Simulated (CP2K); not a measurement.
Runs of CP2K 2026.2 on FeO (Wuestite). Symmetry: Fm-3m, No. 225, cubic system. The conventional cell has a = 4.311 Å, b = 4.311 Å, c = 4.311 Å, α = 90.00°, β = 90.00°, γ = 90.00°. Fe (site symmetry m-3m) is surrounded by 6 O at 2.16 Å. O (site symmetry m-3m) is surrounded by 6 Fe at 2.16 Å. 

```tsv
level	potentials or basis	smearing	EPS_DEFAULT	NGRIDS	points a segment of the path (NPOINTS)	bands added on the path	CUTOFF of the grids	pressure (GPa)	moment (μB)
PBEsol	POTENTIAL_UZH Fe GTH-PBE-q16, O GTH-PBE-q6; TZVP-MOLOPT-PBE-GTH basis	fermi-dirac 0.1 eV	1.0E-9	4	6	6	600 Ry	-7.4	4.00
LDA	GTH_POTENTIALS Fe GTH-PADE-q16, O GTH-PADE-q6; TZVP-MOLOPT-PBE-GTH basis	fermi-dirac 0.05 eV	1.0E-9	5	8	4	600 Ry	-15.2	4.00
r2SCAN	POTENTIAL_UZH Fe GTH-SCAN-q16, O GTH-SCAN-q6; TZVP-MOLOPT-SCAN-GTH basis	fermi-dirac 0.0259 eV	1.0E-10	5	10	4	850 Ry	-6.7	4.00
PBE	POTENTIAL_UZH Fe GTH-PBE-q16, O GTH-PBE-q6; TZVP-MOLOPT-PBE-GTH basis	fermi-dirac 0.05 eV	1.0E-9	5	10	2	600 Ry	(a)	4.00
```

Alike in all rows: task band structure; spin collinear, ferromagnetic start; cell as given; k mesh 11 × 11 × 11.

Task: Fill in the values left out.

Result: (a) 0.4.

Caveats: the basis of atomic orbitals isn't converged, which shifts pressures, moduli and gaps; the total moment is fixed, so each spin has its own Fermi level; a cell with one magnetic atom can't hold antiferromagnetic order, which such compounds often take; the potentials were made for another functional, which shifts forces and pressure (some runs).
